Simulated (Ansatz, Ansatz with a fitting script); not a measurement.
# InP (F-43m): converging an RPA energy

Wanted: convergence and cost of the RPA correlation energy of InP (F-43m).

Program: Ansatz 0.2.0. Level of theory: EXX+RPA on LDA, plane waves, norm-conserving pseudopotentials. Results are calculated unless marked as measured.

The database entry behind the starting cell differs from later determinations by our own check (0.1 to 0.3 % short, probably kX units), so it need not match the best structure at ambient conditions.

In doubt: RPA on norm-conserving files with a d shell is listed as unsure, so the values of those runs are not to be relied on.

### Step 1. The structure

It takes space group F-43m (No. 216, cubic). Conventional cell: a = 5.861 Å, b = 5.861 Å, c = 5.861 Å, α = 90.00°, β = 90.00°, γ = 90.00°. Nearest to In lie 4 P at 2.54 Å. P has 4 In at 2.54 Å nearest. Farther neighbours are not listed.

Structure file:

```cif
data_structure
_symmetry_space_group_name_H-M 'F-43m'
_symmetry_Int_Tables_number 216
_cell_length_a 5.8610
_cell_length_b 5.8610
_cell_length_c 5.8610
_cell_angle_alpha 90.000
_cell_angle_beta 90.000
_cell_angle_gamma 90.000
_cell_volume 201.33
loop_
_atom_site_label
_atom_site_type_symbol
_atom_site_symmetry_multiplicity
_atom_site_Wyckoff_symbol
_atom_site_fract_x
_atom_site_fract_y
_atom_site_fract_z
_atom_site_occupancy
In1 In 4 a 0.00000 0.00000 0.00000 1
P1 P 4 c 0.25000 0.25000 0.25000 1
```

The cell and positions come from the Crystallography Open Database and are kept as given unless a step says otherwise. The program's search for lower electronic states was switched off, so nothing shows that the state found is the lowest.

### Step 2. Base settings, 3×3×3 mesh, cutoffs to 160 eV, 231 empty bands

The RPA correlation energy is summed at several response cutoffs, since it converges slowly from above.

input.yaml reads:

```yaml
crystal:
  lattice:
    - [0.0, 2.9305, 2.9305]
    - [2.9305, 0.0, 2.9305]
    - [2.9305, 2.9305, 0.0]
  atoms:
    - { symbol: In, position: [0.0, 0.0, 0.0] }
    - { symbol: P, position: [0.75, 0.75, 0.75] }
kpoints:
  mp_grid: { grid: [3, 3, 3] }
hamiltonian:
  xc: lda
  pseudopotentials: { kind: nc, xc_functional: pbe }
scf:
  occupations: { method: fixed }
  lower_state_search: "off"
  convergence: { dr2_threshold: 1.0e-09 }
output:
  rpa_energy:
    ecut_chi_ladder: [96, 112, 128, 144, 160]
    long_wavelength: optical_limit
    n_empty_bands: 231
basis:
  ecutwfc: 952.398519
  xc_grid: 3
```

On the command line:

```
ansatz run input.yaml --threads 8 --pin off --max-ram 18432MiB --backend cpu --events-out ev --progress --plain --runs-dir out
```

Output:

```text
Engine: ansatz 0.2.0, aarch64-unknown-linux-gnu
Pseudopotentials: kind: nc
Pseudopotential: In, nc, valence charge 13, recommended cutoff 952.398519 eV (normal), In.nc.azcp
Pseudopotential: P, nc, valence charge 5, recommended cutoff 598.650497 eV (normal), P.nc.azcp
Functional definition: SPW92
  exchange = slater_x
  correlation = pw_c
Crystal: 2 atoms, lattice volume = 50.333 Å³
Basis set: ecut = 952.398519 eV, 3383 PW (Γ), exchange–correlation on 135×135×135 points (27 copies of the dense FFT grid, shifted against one another)
Bands: 13, of which v1, the nominal top of the filled ones, is band 9 counted from 1 (8 counted from 0)
Symmetry: 24 space group operations
Space group: F-43m (ITA 216), of the structure as read, at distance tolerance 3.7e-5 Å
k-points: 4 of 27 (time reversal used)
Non-local potential: In, projectors of the file, l = 0: 2, l = 1: 2, l = 2: 2, l = 3: 1
Non-local potential: P, projectors of the file, l = 0: 2, l = 1: 2, l = 2: 2
Initial density: superposition of atomic densities (chi_scale 0.1, normalization cell, long waves kept (reshape's long-wave potential 0.00 eV rms))
Initial wavefunctions: pseudopotential atomic-orbital guess
Functional: x = slater, c = lda
SCF iter   1: F=—  HF=-1989.230617 eV  |F-HF|=—  |Δ(HF+E_count)|=         —  Δρ=3.59e-2  dr2=9.19e-1  ethr=3.10e-3  ⟨swp⟩=5.0  Hψ=277  notcnv=0  defer=5
preconditioner: auto → none  [insulator: Δε(μ)=0.728 eV  Ē_g=14.349 eV  n_scr=14 (ndim 8)  ℏωp=22.2 eV  f_vac=0.000  ε∞_Penn≈3.4]
SCF iter   2: F=—  HF=-1988.952081 eV  |F-HF|=—  |Δ(HF+E_count)|=   2.79e-1  Δρ=1.49e-2  dr2=9.15e-2  ethr=3.10e-3  ⟨swp⟩=4.0  Hψ=144  notcnv=0  defer=5
SCF iter   3: F=—  HF=-1988.931132 eV  |F-HF|=—  |Δ(HF+E_count)|=   2.09e-2  Δρ=6.06e-3  dr2=1.42e-2  ethr=5.08e-4  ⟨swp⟩=2.8  Hψ=78  notcnv=0  defer=5
SCF iter   4: F=—  HF=-1988.928083 eV  |F-HF|=—  |Δ(HF+E_count)|=   3.05e-3  Δρ=4.47e-4  dr2=4.76e-5  ethr=7.89e-5  ⟨swp⟩=3.0  Hψ=79  notcnv=0  defer=5
SCF iter   5: F=—  HF=-1988.928098 eV  |F-HF|=—  |Δ(HF+E_count)|=   1.54e-5  Δρ=5.14e-5  dr2=6.39e-7  ethr=2.65e-7  ⟨swp⟩=3.2  Hψ=101  notcnv=0  defer=5
SCF iter   6: F=—  HF=-1988.928100 eV  |F-HF|=—  |Δ(HF+E_count)|=   1.75e-6  Δρ=6.79e-6  dr2=1.33e-8  ethr=3.55e-9  ⟨swp⟩=3.8  Hψ=122  notcnv=0  defer=5
SCF iter   7: F=-1988.928100 eV  HF=-1988.928100 eV  |F-HF|=1.52e-10  |Δ(HF+E_count)|=  8.17e-10  Δρ=7.02e-7  dr2=2.72e-10  ethr=5.56e-12  ⟨swp⟩=10.8  Hψ=377  notcnv=0
SCF 1 converged in 7 iterations: F = -1988.928100 eV  dr2 = 2.72e-10
NSCF: frozen V_eff on 4 k-points
EXX+RPA screening: q 1/4 (q-point 4)
EXX+RPA screening: q 2/4
EXX+RPA screening: q 3/4
EXX+RPA screening: q 4/4 (q-point 1)
NSCF: frozen V_eff on 1 k-points
NSCF: frozen V_eff on 1 k-points
[...]
SCF converged after 7 iterations
Free energy (F): -1988.928100 eV
Harris-Foulkes:  -1988.928100 eV  (|F-HF|=1.52e-10)
Internal energy: -1988.928100 eV  (E = F + TS)
E sigma→0 (E₀):  -1988.928100 eV
Fermi energy:    7.115083 eV
--- Per-component energies (eV) ---
  E_band       = -51.990112
  E_kinetic    = 1199.058477
  E_local      = -1507.984359  (includes V_loc(G=0)·N_el)
  E_nonlocal   = -363.660342
  E_hartree    = 497.689422
  E_xc         = -593.323011
  E_vxc        = -374.782592  (∫ρ·V_xc dr)
  E_ewald      = -1220.708286
  E_smearing   = -0.000000  (= −TS)
  E_closure    = -0.000000  (closes the sum)
  Σ components = -1988.928100   (vs F -1988.928100, Δ=0.00e0)
--- Band table (eV) ---
  k-point 0: bands = [... 5 lower, -4.5192, 7.1151, 7.1151, 7.1151, 7.5139, 10.9282, 10.9282, 10.9282]
  k-point 1: bands = [... 5 lower, -3.3707, 2.3557, 6.2930, 6.2930, 8.4623, 11.7406, 11.7406, 13.1648]
  k-point 2: bands = [... 5 lower, -2.9798, 2.4673, 5.1225, 5.1225, 8.8520, 9.7133, 14.4940, 14.4940]
  k-point 3: bands = [... 5 lower, -2.2014, 1.3907, 3.5647, 5.3626, 9.4459, 12.0377, 13.7046, 13.9836]
--- EXX+RPA: 3×3×3 mesh (4 irreducible q, 35/108 k–q pairs), 240 bands' worth read of 245 solved (the sum completed by the states above those read; Γ's head and wings end at those read), 9 occupied, 14 to 17 frequency nodes, the response taken to reach 928.5 eV, pair-density box ratio 4, q→0 included in E_x (Coulomb truncated on the Wigner–Seitz cell) and E_c (k·p head, wings) ---
  smallest occupied→empty transition 3.989e-1 eV, smallest direct gap 3.989e-1 eV
  indirect gap at most 3.989e-1 eV, over 4 k-points of the mesh
  q→0 term of E_c: -0.590 eV. Its linear part alone, which the term's logarithm partly gives back, by the exact frequency integral: -0.885 eV, with the singular values of its first-order overlaps capped at one, above which no states can give them; of that, -0.204 eV (23.0 %) stands at the cap, where the true value lies between nought and that figure. Uncapped it would be -2.299 eV. The k-point off which, with its ima [...]
  bands read: the sum over 240 bands ends inside a degenerate multiplet in 1 slot, whose members it reads at an even weight; the widest, k=0: bands 239 to 241 (counted from 1) at 2/3 each
  E_x                     =      -192.230134 eV
  E_xc[n_v+n_c], E_xc[n_v] =      -593.323011, -243.339988 eV (parent functional, the pass's orbitals; any nonlocal part keeps n_c)
  E_c ladder  E_cut^χ (eV)   ⟨N_G⟩      E_cut^sphere (eV)      E_c (eV)
                   96.00      107.1             95.74        -28.070192
                  112.00      136.9            112.76        -29.829891
                  128.00      165.8            128.16        -31.055904
                  144.00      192.9            141.77        -31.928107
                  160.00      230.8            159.75        -32.849586
  E_c(E_cut→∞)            =       -36.872130 ± 0.174378 eV  (E_cut^-3/2 fit over 5 rungs)
  S(q), 3 of 3 wave vectors   |q| (1/Å)       S_0(q)   S_0 (bands read)   S_RPA(q)   (top rung; structure_factors; the frequency nodes sum S_0 to within 5.2e-7)
    ( 0.0000,  0.0000,  0.3333)    0.61894     0.106978           0.106207   0.051713
    ( 0.0000,  0.3333,  0.3333)    0.71469     0.139194           0.138154   0.069038
    ( 0.0000,  0.3333, -0.3333)    1.01072     0.229559           0.227368   0.128982
  core–valence xc dropped  : E_EXX =     -1587.835223 eV   E_EXX+RPA =     -1624.707353 eV
  core–valence xc semilocal: E_EXX =     -1937.818246 eV   E_EXX+RPA =     -1974.690376 eV
```

The job ended after 8.4 s (8 threads of Arm Neoverse V2, shared host; peak memory 1.2 GiB; 46 s of CPU time).

The column dr2 measures how far the density is from self-consistency, as an energy; F and HF (Harris–Foulkes) agree once it is small.

Numbers from this step:

| Item | Value |
| --- | --- |
| exact exchange energy | -192.2301 eV |
| RPA correlation energy | -36.87 eV |

Extrapolated from these cutoffs, the correlation energy is -18.44 eV per atom (fit error 0.09); such a limit moves with the range of cutoffs.

RPA ladder, by row:

| response cutoff (eV) | mean plane waves | sphere-equivalent cutoff (eV) | correlation energy (eV) |
| --- | --- | --- | --- |
| 96 | 107.1 | 95.74 | -28.07 |
| 112 | 136.9 | 112.8 | -29.83 |
| 128 | 165.8 | 128.2 | -31.06 |
| 144 | 192.9 | 141.8 | -31.93 |
| 160 | 230.8 | 159.8 | -32.85 |

### Step 3. Base settings, 3×3×3 mesh, cutoffs to 160 eV, 242 empty bands, volume +5 %

The cell differs from the one that the last finished run ended in (a 4.144 → 4.212 Å, b 4.144 → 4.212 Å, c 4.144 → 4.212 Å).

input.yaml, the sections that differ from step 2:

```yaml
crystal:
  lattice:
    - [0.0, 2.9785495236, 2.9785495236]
    - [2.9785495236, 0.0, 2.9785495236]
    - [2.9785495236, 2.9785495236, 0.0]
  atoms:
    - { symbol: In, position: [0.0, 0.0, 0.0] }
    - { symbol: P, position: [0.75, 0.75, 0.75] }
output:
  rpa_energy:
    ecut_chi_ladder: [96, 112, 128, 144, 160]
    long_wavelength: optical_limit
    n_empty_bands: 242
# kpoints, hamiltonian, scf, basis: as in step 2
```

Output:

```text
[...]
Crystal: 2 atoms, lattice volume = 52.850 Å³
Basis set: ecut = 952.398519 eV, 3527 PW (Γ), exchange–correlation on 135×135×135 points (27 copies of the dense FFT grid, shifted against one another)
Bands: 13, of which v1, the nominal top of the filled ones, is band 9 counted from 1 (8 counted from 0)
Symmetry: 24 space group operations
[...]
k-points: 4 of 27 (time reversal used)
[...]
E_c(E_cut→∞)            =       -36.933325 ± 0.159084 eV  (E_cut^-3/2 fit over 5 rungs)
[...]
( 0.0000,  0.0000,  0.3333)    0.60895     0.106090           0.105346   0.051011
    ( 0.0000,  0.3333,  0.3333)    0.70316     0.138123           0.137119   0.068121
    ( 0.0000,  0.3333, -0.3333)    0.99442     0.227252           0.225141   0.127221
  core–valence xc dropped  : E_EXX =     -1587.755788 eV   E_EXX+RPA =     -1624.689113 eV
  core–valence xc semilocal: E_EXX =     -1937.739821 eV   E_EXX+RPA =     -1974.673146 eV
[key lines of the parts left out:]
SCF converged after 8 iterations
Free energy (F): -1988.907869 eV
Fermi energy:    6.501358 eV
```

Wall time 8.2 s (8 threads); peak memory 1.3 GiB; 48 s of CPU time.

This step gave:

| Property | Result |
| --- | --- |
| exact exchange energy | -191.4651 eV |
| RPA correlation energy | -36.93 eV |

Extrapolated from these cutoffs, the correlation energy is -18.47 eV per atom (fit error 0.08); such a limit moves with the range of cutoffs.

RPA ladder, by row:

| response cutoff (eV) | mean plane waves | sphere-equivalent cutoff (eV) | correlation energy (eV) |
| --- | --- | --- | --- |
| 96 | 113.7 | 96.49 | -28.18 |
| 112 | 142.2 | 112 | -29.8 |
| 128 | 172 | 127.1 | -31.02 |
| 144 | 207.4 | 144 | -32.08 |
| 160 | 243.2 | 160.2 | -32.89 |

### Step 4. Response cutoff, 3×3×3 mesh, cutoffs to 90 eV, 97 empty bands

input.yaml, the sections that differ from step 3:

```yaml
crystal:
  lattice:
    - [0.0, 2.9305, 2.9305]
    - [2.9305, 0.0, 2.9305]
    - [2.9305, 2.9305, 0.0]
  atoms:
    - { symbol: In, position: [0.0, 0.0, 0.0] }
    - { symbol: P, position: [0.75, 0.75, 0.75] }
output:
  rpa_energy:
    ecut_chi_ladder: [54, 63, 72, 81, 90]
    long_wavelength: optical_limit
    n_empty_bands: 97
# kpoints, hamiltonian, scf, basis: as in step 3
```

Output:

```text
[...]
Crystal: 2 atoms, lattice volume = 50.333 Å³
Basis set: ecut = 952.398519 eV, 3383 PW (Γ), exchange–correlation on 135×135×135 points (27 copies of the dense FFT grid, shifted against one another)
Bands: 13, of which v1, the nominal top of the filled ones, is band 9 counted from 1 (8 counted from 0)
Symmetry: 24 space group operations
[...]
k-points: 4 of 27 (time reversal used)
[...]
E_c(E_cut→∞)            =       -32.786586 ± 0.455919 eV  (E_cut^-3/2 fit over 5 rungs)
[...]
( 0.0000,  0.0000,  0.3333)    0.61894     0.106978           0.104280   0.051920
    ( 0.0000,  0.3333,  0.3333)    0.71469     0.139194           0.135530   0.069354
    ( 0.0000,  0.3333, -0.3333)    1.01072     0.229559           0.221792   0.129480
  core–valence xc dropped  : E_EXX =     -1587.835223 eV   E_EXX+RPA =     -1620.621809 eV
  core–valence xc semilocal: E_EXX =     -1937.818246 eV   E_EXX+RPA =     -1970.604832 eV
[key lines of the parts left out:]
SCF converged after 7 iterations
Free energy (F): -1988.928100 eV
Fermi energy:    7.115083 eV
```

Run time: 2.4 s. Hardware: 8 threads; peak memory 0.58 GiB; 15 s of CPU time.

Numbers from this step:

```yaml
exact_exchange_energy: -192.2301 eV
rpa_correlation_energy: -32.79 eV
```

Extrapolated from these cutoffs, the correlation energy is -16.39 eV per atom (fit error 0.23); such a limit moves with the range of cutoffs.

### Step 5. Response cutoff, 3×3×3 mesh, cutoffs to 90 eV, 102 empty bands, volume +5 %

input.yaml, the sections that differ from step 4:

```yaml
crystal:
  lattice:
    - [0.0, 2.9785495236, 2.9785495236]
    - [2.9785495236, 0.0, 2.9785495236]
    - [2.9785495236, 2.9785495236, 0.0]
  atoms:
    - { symbol: In, position: [0.0, 0.0, 0.0] }
    - { symbol: P, position: [0.75, 0.75, 0.75] }
output:
  rpa_energy:
    ecut_chi_ladder: [54, 63, 72, 81, 90]
    long_wavelength: optical_limit
    n_empty_bands: 102
# kpoints, hamiltonian, scf, basis: as in step 4
```

Output:

```text
[...]
Crystal: 2 atoms, lattice volume = 52.850 Å³
Basis set: ecut = 952.398519 eV, 3527 PW (Γ), exchange–correlation on 135×135×135 points (27 copies of the dense FFT grid, shifted against one another)
Bands: 13, of which v1, the nominal top of the filled ones, is band 9 counted from 1 (8 counted from 0)
Symmetry: 24 space group operations
[...]
k-points: 4 of 27 (time reversal used)
[...]
E_c(E_cut→∞)            =       -32.517947 ± 0.504660 eV  (E_cut^-3/2 fit over 5 rungs)
[...]
( 0.0000,  0.0000,  0.3333)    0.60895     0.106090           0.103470   0.051235
    ( 0.0000,  0.3333,  0.3333)    0.70316     0.138123           0.134570   0.068389
    ( 0.0000,  0.3333, -0.3333)    0.99442     0.227252           0.219735   0.127754
  core–valence xc dropped  : E_EXX =     -1587.755788 eV   E_EXX+RPA =     -1620.273735 eV
  core–valence xc semilocal: E_EXX =     -1937.739821 eV   E_EXX+RPA =     -1970.257768 eV
[key lines of the parts left out:]
SCF converged after 8 iterations
Free energy (F): -1988.907869 eV
Fermi energy:    6.501358 eV
```

Wall time 2.5 s (8 threads); peak memory 0.62 GiB; 16 s of CPU time.

This step gave:

```
exact exchange energy  : -191.4651 eV
RPA correlation energy : -32.52 eV
```

Extrapolated from these cutoffs, the correlation energy is -16.26 eV per atom (fit error 0.25); such a limit moves with the range of cutoffs.

### Step 6. Response cutoff, 3×3×3 mesh, cutoffs to 240 eV, 424 empty bands

input.yaml, the sections that differ from step 5:

```yaml
crystal:
  lattice:
    - [0.0, 2.9305, 2.9305]
    - [2.9305, 0.0, 2.9305]
    - [2.9305, 2.9305, 0.0]
  atoms:
    - { symbol: In, position: [0.0, 0.0, 0.0] }
    - { symbol: P, position: [0.75, 0.75, 0.75] }
output:
  rpa_energy:
    ecut_chi_ladder: [144, 168, 192, 216, 240]
    long_wavelength: optical_limit
    n_empty_bands: 424
# kpoints, hamiltonian, scf, basis: as in step 5
```

Output:

```text
[...]
Crystal: 2 atoms, lattice volume = 50.333 Å³
Basis set: ecut = 952.398519 eV, 3383 PW (Γ), exchange–correlation on 135×135×135 points (27 copies of the dense FFT grid, shifted against one another)
Bands: 13, of which v1, the nominal top of the filled ones, is band 9 counted from 1 (8 counted from 0)
Symmetry: 24 space group operations
[...]
k-points: 4 of 27 (time reversal used)
[...]
E_c(E_cut→∞)            =       -37.812254 ± 0.063208 eV  (E_cut^-3/2 fit over 5 rungs)
[...]
( 0.0000,  0.0000,  0.3333)    0.61894     0.106978           0.106622   0.051702
    ( 0.0000,  0.3333,  0.3333)    0.71469     0.139194           0.138715   0.069024
    ( 0.0000,  0.3333, -0.3333)    1.01072     0.229559           0.228567   0.128955
  core–valence xc dropped  : E_EXX =     -1587.835223 eV   E_EXX+RPA =     -1625.647477 eV
  core–valence xc semilocal: E_EXX =     -1937.818246 eV   E_EXX+RPA =     -1975.630499 eV
[key lines of the parts left out:]
SCF converged after 7 iterations
Free energy (F): -1988.928100 eV
Fermi energy:    7.115083 eV
```

The job ended after 20 s (8 threads; peak memory 2.5 GiB).

This step gave:

* exact exchange energy: -192.2301 eV
* RPA correlation energy: -37.81 eV

Extrapolated from these cutoffs, the correlation energy is -18.91 eV per atom (fit error 0.03); such a limit moves with the range of cutoffs.

### Step 7. Response cutoff, 3×3×3 mesh, cutoffs to 240 eV, 446 empty bands, volume +5 %

input.yaml, the sections that differ from step 6:

```yaml
crystal:
  lattice:
    - [0.0, 2.9785495236, 2.9785495236]
    - [2.9785495236, 0.0, 2.9785495236]
    - [2.9785495236, 2.9785495236, 0.0]
  atoms:
    - { symbol: In, position: [0.0, 0.0, 0.0] }
    - { symbol: P, position: [0.75, 0.75, 0.75] }
output:
  rpa_energy:
    ecut_chi_ladder: [144, 168, 192, 216, 240]
    long_wavelength: optical_limit
    n_empty_bands: 446
# kpoints, hamiltonian, scf, basis: as in step 6
```

Output:

```text
[...]
Crystal: 2 atoms, lattice volume = 52.850 Å³
Basis set: ecut = 952.398519 eV, 3527 PW (Γ), exchange–correlation on 135×135×135 points (27 copies of the dense FFT grid, shifted against one another)
Bands: 13, of which v1, the nominal top of the filled ones, is band 9 counted from 1 (8 counted from 0)
Symmetry: 24 space group operations
[...]
k-points: 4 of 27 (time reversal used)
[...]
E_c(E_cut→∞)            =       -37.844838 ± 0.060941 eV  (E_cut^-3/2 fit over 5 rungs)
[...]
( 0.0000,  0.0000,  0.3333)    0.60895     0.106090           0.105748   0.051001
    ( 0.0000,  0.3333,  0.3333)    0.70316     0.138123           0.137663   0.068105
    ( 0.0000,  0.3333, -0.3333)    0.99442     0.227252           0.226301   0.127189
  core–valence xc dropped  : E_EXX =     -1587.755788 eV   E_EXX+RPA =     -1625.600626 eV
  core–valence xc semilocal: E_EXX =     -1937.739821 eV   E_EXX+RPA =     -1975.584659 eV
[key lines of the parts left out:]
SCF converged after 8 iterations
Free energy (F): -1988.907869 eV
Fermi energy:    6.501358 eV
```

Run time: 23 s. Hardware: 8 threads; peak memory 2.7 GiB; 2.5 min of CPU time.

Numbers from this step:

| Property | Result |
| --- | --- |
| exact exchange energy | -191.4651 eV |
| RPA correlation energy | -37.84 eV |

Extrapolated from these cutoffs, the correlation energy is -18.92 eV per atom (fit error 0.03); such a limit moves with the range of cutoffs.

(Continued in part 2 of 4.)

[Paths, hosts, dates, memory and timing lines, banners, echoed tables and standing remarks are left out of the program output.]

[Logs are printed without paths, hosts, clocks, repeated set-up lines and the standing remarks that a program may print on its own settings, such as how far it seeks lower states.]

[Runs of the session that timed out or met a known fault of the program may be left out.]

[Hosts, paths, dates, database ids (printed as entryN), source tags and the programs' standing remarks are cut or masked in the printed files.]
